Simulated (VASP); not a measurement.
Wanted: the native input for a VASP 6.6.1 run.

```yaml
Task: relaxation of cell and atoms
Functional: PBEsol
Potentials_or_basis: VASP PAW PBE potentials, release 64 (Sn_d)
Cutoff: 600 eV
k_mesh: 16 × 16 × 16
Occupations: gaussian, width 0.1 eV
Spin: no spin polarisation
Further_INCAR_settings: ALGO = Fast; EDIFF = 1e-07; IBRION = 2; EDIFFG = -0.005; NSW = 90; ISIF = 3
```

The structure of Sn lies in POSCAR:

```
Sn
1.0
   -1.7265390000      1.7755470000      2.3383420000
    1.7265390000     -1.7755470000      2.3383420000
    1.7265390000      1.7755470000     -2.3383420000
Sn
1
Direct
    0.0000000000      0.0000000000      0.0000000000
```

This isn't the form of Sn at room conditions, which is tetragonal (white tin).

One way to write it, as run:

INCAR

```
PREC = Accurate ; ENCUT = 600
EDIFF = 1E-7 ; ISMEAR = 0
SIGMA = 0.1 ; LREAL = False
LASPH = True ; NELM = 60
ALGO = Fast ; ISIF = 3
LWAVE = False ; LCHARG = False
GGA = PS ; IBRION = 2
NSW = 90 ; EDIFFG = -0.005
```

KPOINTS

```
Automatic mesh
0
Gamma
  16 16 16
```

Potentials or basis: VASP PAW PBE potentials, release 64 (Sn_d).

Command:

```console
$ cat potpaw_PBE.64/Sn_d/POTCAR > POTCAR
$ mpirun -np 1 vasp_std > vasp.out
```

Results of the run:

```yaml
Relaxed_volume: 26.40 Å³/atom
Relaxed_cell: a = 3.279 Å, b = 3.279 Å, c = 3.279 Å, α = 115.25°, β = 115.26°, γ = 98.43°
Space_group_after_relaxing_to_0.05_Å: I4/mmm (No. 139)
Energy_gained_by_relaxing: 29.8 meV/atom
Ionic_steps: 30
Pressure_after_relaxing: 0.0 GPa
Band_gap_on_the_k_mesh: none (metal or under the smearing width)
```

Caveat: the PAW data sets were made with another functional, which shifts forces and pressure a little.

Run time: 77 min on 1 thread of Intel(R) Xeon(R) Platinum 8259CL CPU @ 2.50GHz (Skylake/Cascade Lake), with other jobs on the host, peak memory 0.43 GiB.
